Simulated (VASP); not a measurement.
A run of VASP 6.6.1 is set up as follows.

The input INCAR:

```
SYSTEM = PtSe2
PREC = Accurate
ENCUT = 520
EDIFF = 1E-6
ISMEAR = 0
SIGMA = 0.05
LREAL = .False.
LASPH = .True.
NELM = 80
ALGO = Normal
ISIF = 2
LWAVE = .False.
LCHARG = .False.
GGA = PE
IVDW = 12
IBRION = 2
NSW = 60
EDIFFG = -0.005
KPAR = 2
```

File KPOINTS:

```
regular mesh
0
Gamma
  10 10 8
  0 0 0
```

POSCAR

```
PtSe2
1.0
    3.7240000000      0.0000000000      0.0000000000
   -1.8620000000      3.2250786000      0.0000000000
    0.0000000000      0.0000000000      5.1429920000
Pt Se
1 2
Direct
    0.0000000000      0.0000000000      0.0000000000
    0.3333333300      0.6666666700      0.2460629900
    0.6666666700      0.3333333300      0.7539370100
```

Potentials or basis: VASP PAW PBE potentials, release 64 (Pt, Se).

Run with:

```sh
$ cat potpaw_PBE.64/Pt/POTCAR potpaw_PBE.64/Se/POTCAR > POTCAR
$ mpirun -np 2 vasp_std > vasp.out
```

Question: Predict the band gap on the k mesh.

Answer: None (metal or under the smearing width).

Question: Estimate the energy gained by relaxing.

Answer: 10.4 meV/atom.

Question: What does it give for the dispersion energy per atom?

Answer: -0.470 eV.

Stress tensor (GPa, compression positive):
```
 0.76  0.00  0.00
 0.00  0.76  0.00
 0.00  0.00 -1.93
```

Caveat: pairwise dispersion overbinds metals, which lowers pressure and volume. Spin-orbit coupling is left out, which matters for the levels of Pt.
